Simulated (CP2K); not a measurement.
Runs of CP2K 2026.2 on Os. It takes space group P6_3/mmc (No. 194, hexagonal). Conventional cell: a = 2.734 Å, b = 2.734 Å, c = 4.320 Å, α = 90.00°, β = 90.00°, γ = 120.00°. Os (site symmetry -6m2) is surrounded by 12 Os at 2.68 to 2.73 Å. 

| level | potentials or basis | smearing | EPS_DEFAULT | NGRIDS | basis sets | potentials | points a segment of the path (NPOINTS) | gap on the mesh (eV) | pressure (GPa) |
| --- | --- | --- | --- | --- | --- | --- | --- | --- | --- |
| PBE | POTENTIAL_UZH Os GTH-PBE-q16; TZVP-MOLOPT-PBE-GTH basis | fermi-dirac 0.0259 eV | 1.0E-9 | 5 | Os TZVP-MOLOPT-PBE-GTH-q16 | Os GTH-PBE-q16 of POTENTIAL_UZH | 10 | none | 6.8 |
| PBEsol | POTENTIAL_UZH Os GTH-PBE-q16; TZVP-MOLOPT-PBE-GTH basis | fermi-dirac 0.1 eV | 1.0E-9 | 5 | Os TZVP-MOLOPT-PBE-GTH-q16 | Os GTH-PBE-q16 of POTENTIAL_UZH | 8 | none | -2.9 |
| PBE | POTENTIAL_UZH Os GTH-PBE-q16; TZVP-MOLOPT-PBE-GTH basis | fermi-dirac 0.01 eV | 1.0E-9 | 4 | Os TZVP-MOLOPT-PBE-GTH-q16 | Os GTH-PBE-q16 of POTENTIAL_UZH | 8 | none | 6.8 |
| r2SCAN | POTENTIAL_UZH Os GTH-SCAN-q16; TZVP-MOLOPT-SCAN-GTH basis | fermi-dirac 0.0259 eV | 1.0E-10 | 5 | Os TZVP-MOLOPT-SCAN-GTH-q16 | Os GTH-SCAN-q16 of POTENTIAL_UZH | 8 | none | (a) |
| TB-mBJ | POTENTIAL_UZH Os GTH-PBE-q16; TZVP-MOLOPT-PBE-GTH basis | fermi-dirac 0.0259 eV | 1.0E-9 | 5 | Os TZVP-MOLOPT-PBE-GTH-q16 | Os GTH-PBE-q16 of POTENTIAL_UZH | 8 | none | - |
| LDA | GTH_POTENTIALS Os GTH-PADE-q16; TZVP-MOLOPT-PBE-GTH basis | fermi-dirac 0.05 eV | 1.0E-9 | 5 | Os TZVP-MOLOPT-PBE-GTH-q16 | Os GTH-PADE-q16 of GTH_POTENTIALS | 6 | none | -29.8 |

Alike in all rows: task band structure; no spin polarisation; cell as given; k mesh 11 × 11 × 6.

Question: Fill in the values left out.

Answer: (a) -1.8.

Caveats: spin-orbit coupling is left out, which moves the levels of the heavy elements; the basis of atomic orbitals isn't converged, which shifts pressures, moduli and gaps; the potentials were made for another functional, which shifts forces and pressure (some runs); this is a model potential without an energy functional, so only levels have meaning (some runs); a pressure of tens of GPa on the cell as given is suspect, and the run, the potentials or the cell itself is likely at fault (some runs).

A k mesh can miss the band edges, and the runs leave out spin-orbit coupling on Os.

A gap of «none» marks a metal or a gap under the smearing width.
